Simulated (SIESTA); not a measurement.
Crystal: ZnSe (Stilleite).

```xyz
2
Lattice="0.0000 2.8338 2.8338 2.8338 0.0000 2.8338 2.8338 2.8338 0.0000" Properties=species:S:1:pos:R:3 pbc="T T T"
Se    4.2507    4.2507    4.2507
Zn    0.0000    0.0000    0.0000
```

| Quantity | Value |
| --- | --- |
| Program | SIESTA 5.4.2 |
| Task | single point |
| Functional | PBE |
| Potentials or basis | PseudoDojo 0.4 standard (PBE files) |
| Basis | DZP (energy shift 0.002 Ry) |
| Grid cutoff | 800 Ry |
| Energy shift | 0.002 Ry |
| k mesh | 8 × 8 × 8 |
| Occupations | fermi-dirac, width 0.05 eV |
| Spin | no spin polarisation |

On this cell: pressure 3.7 GPa; largest force zero by symmetry; band gap on the k mesh 1.87 eV, direct.

The same run follows on a disturbed copy (atoms moved at random, drawn with an rms of 0.05 Å):

```xyz
2
Lattice="0.0000 2.8338 2.8338 2.8338 0.0000 2.8338 2.8338 2.8338 0.0000" Properties=species:S:1:pos:R:3 pbc="T T T"
Se    4.2541    4.2451    4.2554
Zn   -0.0022   -0.0038   -0.0506
```

Problem. What does the disturbed cell give?

Solution. The energy moves by +5.6 meV/atom; pressure 3.9 GPa; largest force 0.393 eV/Å; band gap on the k mesh 1.80 eV, direct.

Forces in eV/Å, atoms in the order of the input:
```
Se  -0.035  0.003 -0.391
Zn   0.035 -0.004  0.391
```

Stress tensor (GPa, compression positive):
```
 3.97  1.69 -0.02
 1.69  3.97  0.16
-0.02  0.16  3.82
```

Caveats: semicore shells carry a single zeta, which can move pressures by several GPa and volumes by a few percent; the valence orbitals were made in a potential fitted to the semicore shell under them, which widens gaps by tenths of an eV or more; the basis of atomic orbitals isn't converged, which shifts pressures, moduli and gaps.

